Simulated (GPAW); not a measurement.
Set up this calculation in GPAW 26.7.0, as an ASE script.

| Item | Value |
| --- | --- |
| Task | relaxation of cell and atoms |
| Functional | BLYP |
| Dispersion | D4 |
| Potentials or basis | PAW data sets generated in the run's folder for this functional |
| Cutoff | 800 eV |
| Basis | pw |
| k mesh | 10 × 10 × 10 |
| Occupations | fermi-dirac, width 0.05 eV |
| Spin | no spin polarisation |
| Eigensolver | davidson |
| Maxiter | 150 |
| Optimizer | FIRE |
| Fmax | 0.01 eV/Å |
| Max steps | 60 |
| Convergence | density=1e-05 forces=0.0001 |

The structure of ZrC lies in ZrC.xyz:

```xyz
2
Lattice="0.0000000000 2.3650000000 2.3650000000 2.3650000000 0.0000000000 2.3650000000 2.3650000000 2.3650000000 0.0000000000" Properties=species:S:1:pos:R:3 pbc="T T T"
Zr     2.3650000000      2.3650000000      2.3650000000
C      0.0000000000      0.0000000000      0.0000000000
```

One way to write it, as run:

run.py

```python
from ase.calculators.mixing import SumCalculator
from ase.filters import FrechetCellFilter
from ase.io import read, write
from ase.optimize import FIRE
from dftd4.ase import DFTD4
from gpaw import GPAW, PW, setup_paths

setup_paths.insert(0, '.')

atoms = read('ZrC.xyz')

calc = GPAW(mode=PW(800),
            xc='BLYP',
            kpts={'size': (10, 10, 10), 'gamma': True},
            occupations={'name': 'fermi-dirac', 'width': 0.05},
            nbands=18,
            convergence={'density': 1e-05, 'forces': 0.0001},
            eigensolver='davidson',
            maxiter=150,
            txt='gpaw.txt')
atoms.calc = SumCalculator([calc, DFTD4(method='blyp')])
opt = FIRE(FrechetCellFilter(atoms), trajectory='relax.traj', logfile='-')
done = opt.run(fmax=0.01, steps=60)
calc.write('gs.gpw')
write('result.traj', atoms)
print('Converged:', done)
print('Cell:', atoms.cell.cellpar().round(4))
print('Volume:', round(atoms.get_volume(), 4))
print(atoms.get_scaled_positions().round(5))
```

Potentials or basis: PAW data sets generated in the run's folder for this functional, pw.

Command:

```bash
$ gpaw-setup -f BLYP C Zr
$ OMP_NUM_THREADS=1 python run.py
```

Results of the run:

```
Relaxed volume                         : 13.01 Å³/atom
Relaxed cell                           : a = 3.326 Å, b = 3.326 Å, c = 3.326 Å, α = 60.00°, β = 60.00°, γ = 60.00°
Space group after relaxing (to 0.05 Å) : Fm-3m (No. 225)
Energy gained by relaxing              : 2.4 meV/atom
Ionic steps                            : 10
Pressure after relaxing                : -0.1 GPa
Band gap on the k mesh                 : none (metal or under the smearing width)
Dispersion energy per atom             : -0.464 eV
```

Caveat: later steps reuse the first step's grids; pairwise dispersion overbinds metals, which lowers pressure and volume.

Run time: 5.7 min on 1 thread of Arm Neoverse V2, on a shared host, peak memory 0.4 GiB.
